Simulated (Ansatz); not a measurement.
Y:

```xyz
1
Lattice="0.0000 2.5520 2.5520 2.5520 0.0000 2.5520 2.5520 2.5520 0.0000" Properties=species:S:1:pos:R:3 pbc="T T T"
Y     0.0000    0.0000    0.0000
```

This isn't the form of Y at room conditions, which is hcp.

| Quantity | Value |
| --- | --- |
| Program | Ansatz 0.2.0 |
| Task | relaxation of cell and atoms |
| Functional | PBE |
| Potentials or basis | Ansatz PAW |
| Cutoff | 420 eV (not typed: the program's choice for these potentials) |
| k mesh | 7 × 7 × 7 |
| Occupations | fermi-dirac, width 0.05 eV |
| Spin | spin-orbit coupling, no magnetisation |

At the start: volume 33.24 Å³/atom.

**Question.** Where does the relaxation end?

**Answer.** It ends after 4 steps and the volume is 32.40 Å³/atom (-2.5 %); space group Fm-3m (No. 225, to 0.05 Å).

The path:
| step | energy change (eV) | largest force (eV/Å) | volume (Å³) |
| --- | --- | --- | --- |
| 1 | 0.0000 | 0.0000 | 33.24 |
| 2 | -0.0025 | 0.0000 | 32.49 |
| 3 | -0.0026 | 0.0000 | 32.40 |
| 4 | -0.0026 | 0.0000 | 32.40 |

Final structure:
```
CELL_PARAMETERS angstrom
0.00000 2.53042 2.53042
2.53042 0.00000 2.53042
2.53042 2.53042 0.00000
ATOMIC_POSITIONS crystal
Y 0.00000 0.00000 0.00000
```

Caveat: the plane-wave basis is chosen anew once the cell has moved, so the energies of steps on either side of that aren't comparable.
